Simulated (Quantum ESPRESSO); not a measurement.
Runs of Quantum ESPRESSO 7.5 on I. The structure is orthorhombic, space group Cmce (No. 64). The conventional cell has a = 7.270 Å, b = 4.790 Å, c = 9.793 Å, α = 90.00°, β = 90.00°, γ = 90.00°. I (site symmetry m) has 1 I at 2.68 Å as nearest neighbours. 

| task | level | potentials or basis | cell | k mesh | cutoff (eV) | smearing | form of the LDA correlation | SCF threshold | ASE optimiser | iterations | symmetry | mesh quality | gap on the mesh (eV) | pressure (GPa) | V0 of scaled cells (Å³/atom) | B0 (GPa) | largest force (eV/Å) |
| --- | --- | --- | --- | --- | --- | --- | --- | --- | --- | --- | --- | --- | --- | --- | --- | --- | --- |
| equation of state | LDA | GBRV 1.5 LDA | as given | 7 × 7 × 3 | 612 | fermi-dirac 0.05 eV | PZ81 | 8e-10 Ry | - | - | - | not flagged | - | - | 41.23 | 28 | - |
| single point | PBE | SSSP 1.3 efficiency PBE | as given | 7 × 7 × 3 | 748 | fermi-dirac 0.05 eV | - | 8e-10 Ry | - | - | - | not flagged | 1.31 | 1.8 | - | - | (d) |
| band structure | PBEsol | GBRV 1.5 PBEsol | as given | 7 × 7 × 3 | 612 | fermi-dirac 0.05 eV | - | 8e-10 Ry | - | - | - | not flagged | 1.28 | 0.1 | - | - | 0.79 |
| relaxation of the atoms | BLYP | GBRV 1.5 PBE | atoms relaxed | 7 × 7 × 3 | 612 | fermi-dirac 0.05 eV | - | 8e-10 Ry | BFGSLineSearch | - | - | not flagged | 1.02 | 2.0 | - | - | 0.02 |
| energy-loss spectrum | PBE | PseudoDojo 0.4.1 SR PBE standard | as given | 3 × 3 × 1 | 952 | methfessel-paxton 0.2 eV | - | 8e-10 Ry | - | 400 | - | coarse | 1.33 | 1.4 | - | - | 1.06 |
| band structure | LDA | GBRV 1.5 LDA | as given | 7 × 7 × 3 | 612 | fermi-dirac 0.05 eV | PZ81 | 8e-10 Ry | - | - | - | not flagged | (b) | -0.9 | - | - | 0.76 |
| phonons | LDA | JTH 2.0 LDA | relaxed | 5 × 5 × 2 | 490 | gaussian 0.2 eV | PW92 | 8e-10 Ry | - | - | - | not flagged | (a) | 0.0 | - | - | - |
| band structure | r2SCAN | SG15 PBE 1.2 | as given | 3 × 3 × 1 | 1020 | fermi-dirac 0.05 eV | - | 1e-08 Ry | - | - | off | coarse | 1.54 | 0.6 | - | - | (c) |
| equation of state | PBEsol | GBRV 1.5 PBEsol | as given | 7 × 7 × 3 | 612 | fermi-dirac 0.05 eV | - | 8e-10 Ry | - | - | - | not flagged | - | - | 42.80 | 25 | - |
| Wannier functions | PBE | JTH 2.0 PBE | as given | 5 × 5 × 2 | 490 | fermi-dirac 0.05 eV | - | 8e-10 Ry | - | - | - | not flagged | 1.33 | 2.0 | - | - | 0.99 |
| band structure | vdW-DF3-opt1 | PseudoDojo 0.4.1 SR PBE standard | as given | 7 × 7 × 3 | 952 | fermi-dirac 0.05 eV | - | 8e-10 Ry | - | - | - | not flagged | 1.27 | 0.5 | - | - | 1.06 |

Alike in all rows: no spin polarisation.

Problem. Estimate the missing entries.

Solution. (a) 0.75; (b) 1.23; (c) 0.78; (d) 0.97.

Caveats: some runs use coarse meshes; spin-orbit coupling is left out, which moves the levels of the heavy elements (some runs); an odd mesh through Γ misses points on the zone boundary, where band edges often lie (some runs); the potentials were made for another functional, which shifts forces and pressure (some runs); the cell was scaled at fixed shape and fractional positions, which overstates the stiffness of a crystal with free parameters, most of all of layers and chains (some runs); the cutoff is low for these files, which shifts pressure and relaxed volume (some runs); this smearing can shift energies of a crystal with a gap (some runs); the Lanczos chain is short for so many electrons, so humps in the spectrum may be artefacts (some runs).

A k mesh can miss the band edges, and the runs leave out spin-orbit coupling on I.

Not every run made on this cell is shown here.
